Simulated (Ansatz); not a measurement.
# AlRu (Pm-3m) in Ansatz: notebook

The runs below take AlRu through phonons, elastic constants, with PBEsol.

Program: Ansatz 0.2.0. These are calculated values, not measurements. Logs are shortened: lines on timing, memory, paths and dates and some standing lists are left out, and cuts for length are marked.

**1. Starting point**

It takes space group Pm-3m (No. 221, cubic). The conventional cell has a = 2.992 Å, b = 2.992 Å, c = 2.992 Å, α = 90.00°, β = 90.00°, γ = 90.00°. Ru (site symmetry m-3m) is surrounded by 8 Al at 2.59 Å. Around Al (site symmetry m-3m) lie 8 Ru at 2.59 Å.

**2. Phonons, PBEsol**

File input.yaml:

```yaml
crystal:
  lattice:
    - [2.9916, 0.0, 0.0]
    - [0.0, 2.9916, 0.0]
    - [0.0, 0.0, 2.9916]
  atoms:
    - { symbol: Ru, position: [0.5, 0.5, 0.5] }
    - { symbol: Al, position: [0.0, 0.0, 0.0] }
hamiltonian:
  xc: pbesol
  pseudopotentials: { kind: paw }
kpoints:
  mp_grid: { grid: [7, 7, 7] }
scf:
  occupations: { method: fermi_dirac, width: 0.05 }
phonons:
  method: dfpt
```

Potentials or basis: Ansatz PAW.

Started as:

```sh
$ ansatz run input.yaml --threads 2 --pin off --max-ram 5632MiB --backend cpu --events-out ev --progress --plain --runs-dir out
```

Standard output:

```text
Warning: RAYON_NUM_THREADS=2 ignored (pool sized by the plan → 2); use --threads N
Engine: ansatz 0.2.0, aarch64-unknown-linux-gnu
Pseudopotentials: kind: paw
Pseudopotential: Ru, paw, valence charge 16, recommended cutoff 420 eV (normal), Ru.paw.azcp
Pseudopotential: Al, paw, valence charge 3, recommended cutoff 420 eV (normal), Al.paw.azcp
Functional definition: PBEsol
  exchange = pbesol_x
  correlation = pbesol_c
Crystal: 2 atoms, lattice volume = 26.774 Å³
Basis set: ecut = 420 eV, 485 PW (Γ), exchange–correlation on 40×40×40 points (8 copies of the dense FFT grid, shifted against one another)
Bands: 14, of which v1, the nominal top of the filled ones, is band 10 counted from 1 (9 counted from 0)
Symmetry: 48 space group operations
k-points: 40 of 343 (irreducible under 8 space group operations, time reversal used)
Non-local potential: Ru, projectors of the file, l = 0: 3, l = 1: 2, l = 2: 2, l = 3: 1
Non-local potential: Al, projectors of the file, l = 0: 2, l = 1: 2, l = 2: 1
PAW form: soft (Blöchl's): semilocal exchange-correlation on the pseudo side does not see the compensation charge
PAW frozen core: Ru, regenerated for the run's functional, and the local potential with it (the file was generated under x = pbe(κ = 0.804, μ = 0.2195149727645171), c = pbe(β = 0.06672455060314922))
PAW frozen core: Al, regenerated for the run's functional, and the local potential with it (the file was generated under x = pbe(κ = 0.804, μ = 0.2195149727645171), c = pbe(β = 0.06672455060314922))
PAW one-centre angular grid: Ru, 590 points (default); XC on 64 Gauss nodes
PAW one-centre angular grid: Al, 110 points (default); XC on 64 Gauss nodes
Initial density: superposition of atomic densities (neutral atoms: chi_scale 0, normalization atom), corrected by the library's trained network
Initial wavefunctions: pseudopotential atomic-orbital guess
Functional: x = pbesol(κ = 0.804, μ = 0.12345679012345678), c = pbesol(β = 0.046)
SCF iter   1: F=—  HF=-6342.322295 eV  |F-HF|=—  |Δ(HF+E_count)|=         —  Δρ=8.45e-3  dr2=2.31e-2  ethr=1.77e-3  ⟨swp⟩=5.1  Hψ=2976  notcnv=0
preconditioner: auto → none  [metal: Δε(μ)=0.055 eV  Ē_g=8.894 eV  σ=0.050 eV  W_gap=0.26  n_scr=6 (ndim 8)  ℏωp=23.8 eV  f_vac=0.000  D(μ)=2.53/eV (n_scr^D=26)  sad-step TF]
SCF iter   2: F=—  HF=-6342.319262 eV  |F-HF|=—  |Δ(HF+E_count)|=   3.03e-3  Δρ=4.91e-3  dr2=8.70e-3  ethr=1.22e-4  ⟨swp⟩=1.3  Hψ=893  notcnv=0
SCF iter   3: F=—  HF=-6342.317474 eV  |F-HF|=—  |Δ(HF+E_count)|=   1.79e-3  Δρ=6.27e-4  dr2=1.15e-4  ethr=4.58e-5  ⟨swp⟩=2.1  Hψ=819  notcnv=0
SCF iter   4: F=—  HF=-6342.317455 eV  |F-HF|=—  |Δ(HF+E_count)|=   1.90e-5  Δρ=1.22e-4  dr2=3.03e-6  ethr=6.04e-7  ⟨swp⟩=2.0  Hψ=795  notcnv=0
SCF iter   5: F=—  HF=-6342.317454 eV  |F-HF|=—  |Δ(HF+E_count)|=   6.51e-7  Δρ=8.05e-6  dr2=1.11e-8  ethr=1.59e-8  ⟨swp⟩=2.6  Hψ=917  notcnv=0
SCF iter   6: F=—  HF=-6342.317453 eV  |F-HF|=—  |Δ(HF+E_count)|=   6.91e-7  Δρ=7.25e-7  dr2=5.66e-11  ethr=5.84e-11  ⟨swp⟩=2.6  Hψ=924  notcnv=0
SCF iter   7: F=-6342.317453 eV  HF=-6342.317453 eV  |F-HF|=9.09e-13  |Δ(HF+E_count)|=  1.55e-11  Δρ=3.65e-8  dr2=8.00e-14  ethr=1.00e-12  ⟨swp⟩=5.2  Hψ=2326  notcnv=0
SCF 1 converged in 7 iterations: F = -6342.317453 eV  dr2 = 8.00e-14
DFPT response loops at Γ: preconditioner auto → Kerker (q_TF=auto, 2.577 Å⁻¹) (partly filled bands, converged f_vac=0.000); β = 1.00, the filter's whole step (`scf.mixing.beta` (0.50) is not read by the response loops under this deck's `scf.mixing.preconditioner`; to damp them name `kerker` or `kerker_dos`, under which they read `scf.mixing.beta`, and type it under 1.00, their step now; both keys bind the ground state too); Broyden in place of MSR1
SCF converged after 7 iterations
Free energy (F): -6342.317453 eV
Harris-Foulkes:  -6342.317453 eV  (|F-HF|=9.09e-13)
Internal energy: -6342.299372 eV  (E = F + TS)
E sigma→0 (E₀):  -6342.308413 eV
Entropy (-TS):   -0.018081 eV (-9.040 meV/atom)
Fermi energy:    16.030079 eV
--- Per-component energies (eV) ---
  E_band       = -121.656900
  E_kinetic    = 543.072111
  E_local      = -1799.238990  (includes V_loc(G=0)·N_el)
  E_nonlocal   = 356.566010
  E_hartree    = 637.901936
  E_xc         = -230.688320
  E_vxc        = -270.194311  (∫ρ·V_xc dr)
  E_paw        = -3855.360589  (= ΣΔE_a)
  E_vpaw       = -227.665396  (= ΣTr[D̂ρ^β])
  E_aug_tail   = -0.000190  (compensation charges beyond the density's cutoff)
  E_ewald      = -1994.823776
  E_core_change = 0.272435  (= ΣΔE_core)
  E_smearing   = -0.018081  (= −TS)
  E_closure    = 0.000000  (closes the sum)
  Σ components = -6342.317453   (vs F -6342.317453, Δ=0.00e0)
--- Band table (eV; the first three rows and the last of 40) ---
  k-point 0: bands = ["-55.7200", "-25.6918", "-25.6918", "-25.6918", "6.3190", "12.4017", "12.4017", "16.1904", "16.1904", "16.1904", "22.0568", "22.0568", "22.0568", "26.9467"]
  k-point 1: bands = ["-55.7171", "-25.7320", "-25.6885", "-25.6885", "6.7063", "12.5130", "12.5351", "15.7496", "15.7496", "16.2369", "20.5529", "22.7928", "22.7928", "26.1419"]
  k-point 2: bands = ["-55.7104", "-25.8215", "-25.6809", "-25.6809", "7.7998", "12.3881", "12.8610", "14.9707", "14.9707", "16.3440", "18.7551", "24.4615", "24.4615", "24.6228"]
  k-point 39: bands = ["-55.6758", "-25.8465", "-25.8457", "-25.8457", "11.1822", "11.5517", "11.5517", "16.9504", "16.9504", "18.5367", "19.2065", "20.6035", "20.6035", "24.8804"]
--- Phonons (Γ-DFPT): 2 representative perturbations + reference, on 40 of 343 k-points (Σ response iterations 7) ---
  k mesh reduced under 8 symmetry operations, with k and −k counted as one. Each operation leaves every solved perturbation unchanged. A smaller set is not used because it would not reduce the number of displacements times k-points to solve
  ASR residual: 1.424e-4 → 0.000e0 eV/Å²; symmetrization residual: 7.113e-6 eV/Å²
  ASR residual per site (eV/Å²): 1.42e-4 1.06e-4
  Γ frequencies (cm⁻¹): 0.00 0.00 0.00 310.27 310.27 310.27
  non-analytic LO–TO correction: not included (Born effective charges unavailable; polar crystals: no LO–TO splitting at Γ)
```

Run time: 3.8 s. Hardware: 2 threads of Arm Neoverse N1, shared host; peak memory 0.33 GiB.

Results:

| Item | Value |
| --- | --- |
| Free energy | -6342.3175 eV |
| Band gap on the k mesh | none (metal or under the smearing width) |
| Highest phonon frequency at Γ | 310 cm⁻¹ |

Levels at points of the mesh, in eV from the Fermi level:
```
           k point  band 7  band 8  band 9  band 10  band 11  band 12  band 13  band 14
(0.00, 0.00, 0.00)   -3.63    0.16    0.16     0.16     6.03     6.03     6.03    10.92
```

Phonon frequencies in cm⁻¹ (negative: imaginary):
| q point | frequencies |
| --- | --- |
| (0.000, 0.000, 0.000) | 0 0 0 310 310 310 |

Caveat: the PAW data sets come from PBE, with cores solved anew for the run's functional, which leaves a small shift of forces and pressure.

**3. Elastic constants, PBEsol**

input.yaml: that of step 2 with these lines changed.

```diff
@@ -15,3 +15,7 @@
   occupations: { method: fermi_dirac, width: 0.05 }
-phonons:
-  method: dfpt
+output:
+  forces: true
+  stress: true
+elastic:
+  mode: relaxed_ion
+  stencil: two_point
```

Potentials or basis: Ansatz PAW.

Started as:

```sh
$ ansatz run input.yaml --threads 2 --pin off --max-ram 5632MiB --backend cpu --events-out ev --progress --plain --runs-dir out
```

It took 4.8 s on 2 threads of Arm Neoverse N1, shared host; peak memory 0.3 GiB.

The run converged. Its results:

| Property | Result |
| --- | --- |
| Free energy | -6342.3175 eV |
| Pressure | -3.3 GPa |
| Band gap on the k mesh | none (metal or under the smearing width) |
| Elastic constants C11, C12, C44 | 305, 155, 114 GPa |
| Voigt bulk modulus | 205 GPa |

Levels at points of the mesh, in eV from the Fermi level:
```csv
k point,band 8,band 9,band 10,band 11,band 12,band 13
"(0.00, 0.00, 0.00)",0.16,0.16,0.16,6.03,6.03,6.03
```

Elastic tensor in Voigt notation (GPa, in the Cartesian axes of the cell as first typed):
```
305 155 155   0   0   0
155 305 155   0   0   0
155 155 305   0   0   0
  0   0   0 114   0   0
  0   0   0   0 114   0
  0   0   0   0   0 114
```

Caveat: the cell is more than 3 GPa from zero pressure, which shifts response properties; elastic constants of metals need much finer meshes, so these are rough; the PAW data sets come from PBE, with cores solved anew for the run's functional, which leaves a small shift of forces and pressure.
